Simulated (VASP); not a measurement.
Runs of VASP 6.6.1 on P. Symmetry: C2/m, No. 12, monoclinic system. Conventional cell: a = 9.656 Å, b = 8.585 Å, c = 5.581 Å, α = 90.00°, β = 90.24°, γ = 90.00°. P (site symmetry 1) has 3 P at 2.18 Å as nearest neighbours. P (site symmetry m) has 3 P at 2.18 Å as nearest neighbours. Around P (site symmetry m) lie 3 P at 2.18 Å. This isn't the form of P at room conditions, which is orthorhombic.

```tsv
task	level	cell	k mesh	smearing	optimiser	gap on the mesh (eV)	pressure (GPa)	largest force (eV/Å)
single point	PBEsol	as given	4 × 4 × 5	gaussian 0.05 eV	-	(a)	0.5	(b)
core levels	r2SCAN+D3(BJ)	as given	4 × 4 × 5	gaussian 0.1 eV	-	3.42	-0.7	0.02
relaxation of the atoms	PBE+D2	atoms relaxed from: atoms moved at random, drawn with an rms of 0.05 Å	5 × 4 × 4	fermi-dirac 0.02 eV	vasp	2.98	-0.8	-
electron localisation function	vdW-DF	cell strained at random at fixed volume	4 × 4 × 5	fermi-dirac 0.1 eV	-	3.00	3.1	1.38
```

Alike in all rows: potentials or basis VASP PAW PBE potentials, release 64 (P); no spin polarisation; cutoff (eV) 520.

Task: Fill in the values left out.

Result: (a) 3.09; (b) 0.49.

Caveats: an odd mesh through Γ misses points on the zone boundary, where band edges often lie; the PAW data sets were made with another functional, which shifts forces and pressure a little (some runs).
